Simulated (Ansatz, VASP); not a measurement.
# Two plane-wave programs on BeTe

```xyz
2
Lattice="0.0000 2.7876 2.7876 2.7876 0.0000 2.7876 2.7876 2.7876 0.0000" Properties=species:S:1:pos:R:3 pbc="T T T"
Be    0.0000    0.0000    0.0000
Te    4.1814    4.1814    4.1814
```

Alike in both runs: functional PBEsol; k mesh 8 × 8 × 8; no spin polarisation.

Ansatz relaxed the structure, and its values are those at the end. VASP's run is a single point on that final structure, the one shown.

|  | VASP | Ansatz |
| --- | --- | --- |
| version | VASP 6.6.1 | Ansatz 0.2.0 |
| potentials or method | VASP PAW PBE potentials, release 64 (Be, Te) | PAW with Ansatz's default frozen-core files, scalar-relativistic |
| plane-wave cutoff (eV) | 520 | 420 |
| occupations | gaussian, width 0.01 eV | fixed |
| valence electrons in the cell | 8 | 18 |

Ansatz gave:

- gap on the k mesh at the Fermi level (eV): 1.80
- pressure (GPa): 1.0

Question: Which values does VASP return?

Answer: gap on the k mesh at the Fermi level (eV): 1.78; pressure (GPa): 1.3.

The two sets of potentials don't hold the same shells in valence.

Caveats: the PAW data sets were made with another functional, which shifts forces and pressure a little (VASP); spin-orbit coupling is left out, which moves the levels of the heavy elements. A k mesh can miss the band edges.
